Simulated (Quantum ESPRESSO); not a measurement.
# MoS2 (P-3m1) in Quantum ESPRESSO: reference runs

Reference runs on MoS2: the cell as given and a disturbed copy.

All numbers are computed with Quantum ESPRESSO 7.5; they aren't measurements. Logs are shortened: lines on timing, memory, paths and dates and some standing lists are left out, and cuts for length are marked.

## Step 1: The structure

It takes space group P-3m1 (No. 164, trigonal). The conventional cell has a = 3.227 Å, b = 3.227 Å, c = 6.312 Å, α = 90.00°, β = 90.00°, γ = 120.00°. Around Mo (site symmetry -3m) lie 6 S at 2.42 Å. S (site symmetry 3m) is surrounded by 3 Mo at 2.42 Å.

Measurements of this composition are mostly on another form, of space group No. 194.

## Step 2: Single point, PBE

pw.in

```
&CONTROL
  calculation = 'scf'
  prefix = 'pwscf'
  outdir = './tmp'
  pseudo_dir = './pseudo'
  tprnfor = .true.
  tstress = .true.
  disk_io = 'nowf'
/
&SYSTEM
  ibrav = 0
  nat = 3
  ntyp = 2
  ecutwfc = 60
  ecutrho = 440
  nbnd = 20
  occupations = 'smearing'
  smearing = 'fd'
  degauss = 0.00367493
/
&ELECTRONS
  conv_thr = 6d-10
  electron_maxstep = 120
  mixing_beta = 0.5
/
ATOMIC_SPECIES
Mo    95.9500 Mo_ONCV_PBE-1.0.oncvpsp.upf
S     32.0600 s_pbe_v1.4.uspp.F.UPF
CELL_PARAMETERS angstrom
   3.2274645616    0.0000000000    0.0000000000
  -1.6137322808    2.7950663001    0.0000000000
   0.0000000000    0.0000000000    6.3124734200
ATOMIC_POSITIONS crystal
Mo     0.0000000000    0.0000000000    0.5000000000
S      0.6666666667    0.3333333333    0.7446806800
S      0.3333333333    0.6666666667    0.2553193200
K_POINTS automatic
9 9 4 0 0 0
```

Potentials or basis: SSSP 1.3 efficiency PBE.

Command:

```sh
$ OMP_NUM_THREADS=1 pw.x -in pw.in > pw.out
```

pw.out:

```text
This program is part of the open-source Quantum ESPRESSO suite
     for quantum simulation of materials; please cite
         "P. Giannozzi et al., J. Phys.:Condens. Matter 21 395502 (2009);
         "P. Giannozzi et al., J. Phys.:Condens. Matter 29 465901 (2017);
         "P. Giannozzi et al., J. Chem. Phys. 152 154105 (2020);
     in publications or presentations arising from this work. More details at

     Message from routine setup:
     using ibrav=0 with symmetry is DISCOURAGED, use correct ibrav instead

     G-vector sticks info
     --------------------
     sticks:   dense  smooth     PW     G-vecs:    dense   smooth      PW
     Sum        1135     613    187                59869    24023    3963

     Using Slab Decomposition

     bravais-lattice index     =            0
     lattice parameter (alat)  =       6.0990  a.u.
     unit-cell volume          =     384.2818 (a.u.)^3
     number of atoms/cell      =            3
     number of atomic types    =            2
     number of electrons       =        26.00
     number of Kohn-Sham states=           20
     kinetic-energy cutoff     =      60.0000  Ry
     charge density cutoff     =     440.0000  Ry
     scf convergence threshold =      6.0E-10
     mixing beta               =       0.5000
     number of iterations used =            8  plain     mixing
     Exchange-correlation=  SLA  PW   PBX  PBC
                           (   1   4   3   4   0   0   0)

     celldm(1)=   6.099024  celldm(2)=   0.000000  celldm(3)=   0.000000
     celldm(4)=   0.000000  celldm(5)=   0.000000  celldm(6)=   0.000000

     crystal axes: (cart. coord. in units of alat)
               a(1) = (   1.000000   0.000000   0.000000 )
               a(2) = (  -0.500000   0.866025   0.000000 )
               a(3) = (   0.000000   0.000000   1.955861 )

     reciprocal axes: (cart. coord. in units 2 pi/alat)
               b(1) = (  1.000000  0.577350 -0.000000 )
               b(2) = (  0.000000  1.154701  0.000000 )
               b(3) = (  0.000000 -0.000000  0.511284 )

     PseudoPot. # 1 for Mo read from file:
     Mo_ONCV_PBE-1.0.oncvpsp.upf
     Pseudo is Norm-conserving, Zval = 14.0
     Generated using ONCVPSP code by D. R. Hamann
     Using radial grid of 1526 points,  6 beta functions with:
                l(1) =   0
                l(2) =   0
                l(3) =   1
                l(4) =   1
                l(5) =   2
                l(6) =   2

     PseudoPot. # 2 for S  read from file:
     s_pbe_v1.4.uspp.F.UPF
     Pseudo is Ultrasoft + core correction, Zval =  6.0
     Generated by new atomic code, or converted to UPF format
     Using radial grid of  907 points,  6 beta functions with:
                l(1) =   0
                l(2) =   0
                l(3) =   1
                l(4) =   1
                l(5) =   2
                l(6) =   2
     Q(r) pseudized with  8 coefficients,  rinner =    1.300   1.300   1.300
                                                       1.300   1.300

     atomic species   valence    mass     pseudopotential
     Mo               14.00    95.95000     Mo( 1.00)
     S                 6.00    32.06000     S ( 1.00)

     12 Sym. Ops., with inversion, found

   Cartesian axes

     site n.     atom                  positions (alat units)
         1        Mo     tau(   1) = (   0.0000000   0.0000000   0.9779307  )
         2        S      tau(   2) = (   0.5000000   0.2886751   1.4564922  )
         3        S      tau(   3) = (  -0.0000000   0.5773503   0.4993692  )

     number of k points=    43  Fermi-Dirac smearing, width (Ry)=  0.0037
                       cart. coord. in units 2pi/alat
        k(    1) = (   0.0000000   0.0000000   0.0000000), wk =   0.0061728
        k(    2) = (   0.0000000   0.0000000   0.1278209), wk =   0.0123457
        k(    3) = (   0.0000000   0.0000000  -0.2556418), wk =   0.0061728
        k(    4) = (   0.0000000   0.1283001   0.0000000), wk =   0.0370370
        k(    5) = (   0.0000000   0.1283001   0.1278209), wk =   0.0370370
        k(    6) = (   0.0000000   0.1283001  -0.2556418), wk =   0.0370370
[... 35 lines left out ...]
        k(   42) = (  -0.1111111   0.4490502  -0.1278209), wk =   0.0740741
        k(   43) = (  -0.2222222   0.5132002  -0.1278209), wk =   0.0740741

     Dense  grid:    59869 G-vectors     FFT dimensions: (  45,  45,  80)

     Smooth grid:    24023 G-vectors     FFT dimensions: (  32,  32,  60)

     Initial potential from superposition of free atoms

     starting charge      25.9989, renormalised to      26.0000
     Starting wfcs are   18 randomized atomic wfcs +    2 random wfcs

     Self-consistent Calculation

     iteration #  1     ecut=    60.00 Ry     beta= 0.50
     Davidson diagonalization with overlap
     ethr =  1.00E-02,  avg # of iterations =  4.7

     Threshold (ethr) on eigenvalues was too large:
     Diagonalizing with lowered threshold

     Davidson diagonalization with overlap
     ethr =  2.95E-04,  avg # of iterations =  2.4

     total energy              =    -185.45846681 Ry
     estimated scf accuracy    <       0.08472430 Ry

     iteration #  2     ecut=    60.00 Ry     beta= 0.50
     Davidson diagonalization with overlap
     ethr =  3.26E-04,  avg # of iterations =  2.7

     total energy              =    -185.46290685 Ry
     estimated scf accuracy    <       0.03943741 Ry

     iteration #  3     ecut=    60.00 Ry     beta= 0.50
     Davidson diagonalization with overlap
     ethr =  1.52E-04,  avg # of iterations =  2.0

     total energy              =    -185.46880314 Ry
     estimated scf accuracy    <       0.05612074 Ry

     iteration #  4     ecut=    60.00 Ry     beta= 0.50
     Davidson diagonalization with overlap
     ethr =  1.52E-04,  avg # of iterations =  1.0

     total energy              =    -185.47571785 Ry
     estimated scf accuracy    <       0.00070802 Ry

     iteration #  5     ecut=    60.00 Ry     beta= 0.50
     Davidson diagonalization with overlap
     ethr =  2.72E-06,  avg # of iterations =  6.0

     total energy              =    -185.47581385 Ry
     estimated scf accuracy    <       0.00005007 Ry

     iteration #  6     ecut=    60.00 Ry     beta= 0.50
     Davidson diagonalization with overlap
     ethr =  1.93E-07,  avg # of iterations =  2.4

     total energy              =    -185.47582611 Ry
     estimated scf accuracy    <       0.00000201 Ry

     iteration #  7     ecut=    60.00 Ry     beta= 0.50
     Davidson diagonalization with overlap
     ethr =  7.74E-09,  avg # of iterations =  4.0

     total energy              =    -185.47582717 Ry
     estimated scf accuracy    <       0.00000010 Ry

     iteration #  8     ecut=    60.00 Ry     beta= 0.50
     Davidson diagonalization with overlap
     ethr =  3.92E-10,  avg # of iterations =  2.7

     total energy              =    -185.47582719 Ry
     estimated scf accuracy    <          8.0E-09 Ry

     iteration #  9     ecut=    60.00 Ry     beta= 0.50
     Davidson diagonalization with overlap
     ethr =  3.09E-11,  avg # of iterations =  3.3

     total energy              =    -185.47582720 Ry
     estimated scf accuracy    <          2.5E-09 Ry

     iteration # 10     ecut=    60.00 Ry     beta= 0.50
     Davidson diagonalization with overlap
     ethr =  9.54E-12,  avg # of iterations =  2.0

     End of self-consistent calculation

          k = 0.0000 0.0000 0.0000 (  3023 PWs)   bands (ev):

   -51.6132 -25.6476 -25.6263 -25.6263  -4.6669  -3.2249   3.5077   6.1303
     6.1303   8.3393   9.1212   9.2188   9.2188   9.8540   9.8540  13.3534
    13.3534  16.2443  16.3876  20.3446

          k = 0.0000 0.0000 0.1278 (  2999 PWs)   bands (ev):

   -51.6132 -25.6476 -25.6263 -25.6263  -4.5861  -3.3615   3.8419   6.1349
     6.1349   7.3603   9.2157   9.2157   9.7796   9.8199   9.8199  13.4309
    13.4309  16.1418  17.0784  19.7955

          k = 0.0000 0.0000-0.2556 (  3006 PWs)   bands (ev):

   -51.6132 -25.6477 -25.6263 -25.6263  -4.4859  -3.5155   4.2855   6.1395
     6.1395   6.6021   9.2127   9.2127   9.7867   9.7867  10.1026  13.5091
    13.5091  16.2116  17.8300  19.2142

          k = 0.0000 0.1283 0.0000 (  3037 PWs)   bands (ev):

   -51.6096 -25.6651 -25.6400 -25.6352  -4.4828  -3.1872   3.7445   5.7214
     6.2308   8.1044   8.6232   8.6326   9.1127  10.1618  10.4090  12.9461
    13.2896  16.9867  17.1080  19.2189

          k = 0.0000 0.1283 0.1278 (  3026 PWs)   bands (ev):

   -51.6096 -25.6651 -25.6400 -25.6352  -4.4019  -3.3159   4.0705   5.6114
     6.2409   7.7285   8.2237   8.6045   9.4507  10.3782  10.4462  12.8830
    13.4179  16.8943  17.7055  19.3793

          k = 0.0000 0.1283-0.2556 (  3026 PWs)   bands (ev):

   -51.6096 -25.6651 -25.6400 -25.6352  -4.3031  -3.4592   4.5133   5.4008
     6.2377   7.2631   8.1378   8.6059   9.5572  10.3951  10.7140  12.9071
    13.3853  16.9379  18.3398  19.0003

          k = 0.0000 0.2566 0.0000 (  3043 PWs)   bands (ev):

   -51.6003 -25.7620 -25.6576 -25.6206  -3.9816  -3.0834   4.3445   5.1841
     6.3672   6.3682   8.1507   8.4528   8.8590  10.5334  10.8313  13.0190
    13.3459  17.6309  17.8759  18.7760

          k = 0.0000 0.2566 0.1278 (  3039 PWs)   bands (ev):

   -51.6003 -25.7620 -25.6576 -25.6206  -3.8943  -3.2019   4.7099   4.9638
     6.3764   6.4151   7.9189   8.1228   9.1152  10.6241  10.8323  12.9533
    13.4181  17.7826  17.9811  18.9634
[... 163 lines left out ...]
          k = 0.3333 0.5774-0.2556 (  3012 PWs)   bands (ev):

   -51.5779 -25.8515 -25.8515 -25.5741  -2.5961  -2.5961   4.6220   4.6220
     4.9795   6.3550   6.3550   6.3985  10.5378  10.5378  10.8097  13.7749
    13.7749  17.8884  17.8884  18.2760

          k = 0.0000 0.1283-0.1278 (  3026 PWs)   bands (ev):

   -51.6096 -25.6651 -25.6400 -25.6352  -4.4047  -3.3111   4.0458   5.6461
     6.2277   7.7443   8.1488   8.6338   9.4905  10.4271  10.4481  12.9695
    13.2566  16.8702  17.7326  18.9769

          k = 0.0000 0.2566-0.1278 (  3039 PWs)   bands (ev):

   -51.6003 -25.7620 -25.6576 -25.6206  -3.9246  -3.1585   4.3563   5.3324
     6.2782   6.3482   8.1316   8.1823   9.0079  10.8890  10.9973  12.5942
    13.2047  17.4470  17.6475  18.6232

          k = 0.0000 0.3849-0.1278 (  3019 PWs)   bands (ev):

   -51.5897 -25.8704 -25.6829 -25.5985  -3.4021  -2.8488   4.2375   4.7388
     5.8187   6.2286   7.8575   8.2613   8.3625  11.0001  11.5254  13.1129
    13.4048  16.1902  16.7418  19.4900

          k = 0.0000 0.5132-0.1278 (  3007 PWs)   bands (ev):

   -51.5828 -25.9402 -25.6993 -25.5840  -3.1653  -2.4380   3.4831   4.7441
     5.7574   6.0645   7.4670   8.2652   8.4574  11.0745  11.8929  13.5834
    13.8846  15.4639  16.3684  18.1470

          k =-0.1111 0.3208-0.1278 (  3022 PWs)   bands (ev):

   -51.5932 -25.8239 -25.6864 -25.6057  -3.5215  -3.0273   4.4727   5.2997
     5.5277   6.3731   7.2613   8.1709   9.1712  10.6492  11.4356  12.5504
    13.4946  17.2309  17.9338  19.0265

          k =-0.1111 0.4491-0.1278 (  3010 PWs)   bands (ev):

   -51.5844 -25.9054 -25.7147 -25.5875  -3.1500  -2.6333   4.0062   4.5937
     5.8830   6.1045   7.2190   7.5879   9.1616  10.9494  11.7338  12.7912
    13.9096  16.3004  17.1807  18.7851

          k =-0.2222 0.5132-0.1278 (  3006 PWs)   bands (ev):

   -51.5798 -25.8998 -25.7797 -25.5778  -2.8423  -2.5163   4.0835   4.6621
     5.6854   6.0882   6.2867   7.0938   9.9145  10.9285  11.4665  12.7059
    14.0462  16.8714  17.7953  18.1523

     the Fermi energy is    10.1696 ev

!    total energy              =    -185.47582720 Ry
     estimated scf accuracy    <          1.8E-11 Ry
     smearing contrib. (-TS)   =      -0.00064937 Ry
     internal energy E=F+TS    =    -185.47517782 Ry

     The total energy is F=E-TS. E is the sum of the following terms:
     one-electron contribution =     -97.16449805 Ry
     hartree contribution      =      58.38681782 Ry
     xc contribution           =     -32.53342027 Ry
     ewald contribution        =    -114.16407733 Ry

     convergence has been achieved in  10 iterations

     Forces acting on atoms (cartesian axes, Ry/au):

     atom    1 type  1   force =     0.00000000    0.00000000    0.00000000
     atom    2 type  2   force =    -0.00000000   -0.00000000    0.01130918
     atom    3 type  2   force =    -0.00000000   -0.00000000   -0.01130918

     Total force =     0.015994     Total SCF correction =     0.000004

     Computing stress (Cartesian axis) and pressure

          total   stress  (Ry/bohr**3)                   (kbar)     P=       10.38
   0.00000326   0.00000000   0.00000000            0.48        0.00        0.00
  -0.00000000   0.00000326   0.00000000           -0.00        0.48        0.00
   0.00000000   0.00000000   0.00020525            0.00        0.00       30.19

=------------------------------------------------------------------------------=
   JOB DONE.
=------------------------------------------------------------------------------=
```

Wall time 41 s (1 thread of Arm Neoverse V2, shared host); peak memory 0.28 GiB.

What came out:

* Free energy: -2523.5272 eV
* Pressure: 1.0 GPa
* Largest force: 0.291 eV/Å
* Band gap on the k mesh: none (metal or under the smearing width)

Forces in eV/Å, atoms in the order of the input:
```
Mo   0.000  0.000  0.000
S    0.000  0.000  0.291
S    0.000  0.000 -0.291
```

Caveat: this functional lacks dispersion, which binds the layers, so the pressure and a relaxed spacing across them are unreliable.

## Step 3: Single point, PBE (atoms moved at random, drawn with an rms of 0.05 Å)

pw.in, as its differences from that of step 2:

```diff
@@ -33,5 +33,5 @@
 ATOMIC_POSITIONS crystal
-Mo     0.0000000000    0.0000000000    0.5000000000
-S      0.6666666667    0.3333333333    0.7446806800
-S      0.3333333333    0.6666666667    0.2553193200
+Mo    -0.0059710000   -0.0182670000    0.4992970000
+S      0.6556410000    0.3222370000    0.7482370000
+S      0.3338080000    0.6868770000    0.2525640000
 K_POINTS automatic
```

Potentials or basis: SSSP 1.3 efficiency PBE.

Command:

```sh
$ OMP_NUM_THREADS=1 pw.x -in pw.in > pw.out
```

Wall time 2.3 min (1 thread of Arm Neoverse V2, shared host); peak memory 0.38 GiB.

Results (log left out):

```yaml
Free_energy: -2523.5013 eV
Pressure: -0.3 GPa
Largest_force: 0.568 eV/Å
Band_gap_on_the_k_mesh: none (metal or under the smearing width)
```

Forces on the atoms (eV/Å):
```
Mo  -0.257  0.376  0.265
S    0.052  0.134 -0.122
S    0.205 -0.510 -0.143
```

Stress tensor (GPa, compression positive):
```
 0.07 -0.43 -0.66
-0.43 -1.81  2.75
-0.66  2.75  0.71
```

Levels at points of the mesh, in eV from the Fermi level:
```csv
k point,band 10,band 11,band 12,band 13,band 14,band 15,band 16,band 17
"(0.00, 0.00, 0.00)",-1.80,-1.19,-1.05,-0.97,-0.16,-0.09,2.93,3.21
"(0.00, 0.00, -0.50)",-3.52,-1.11,-0.99,-0.32,-0.21,-0.01,3.10,3.35
```
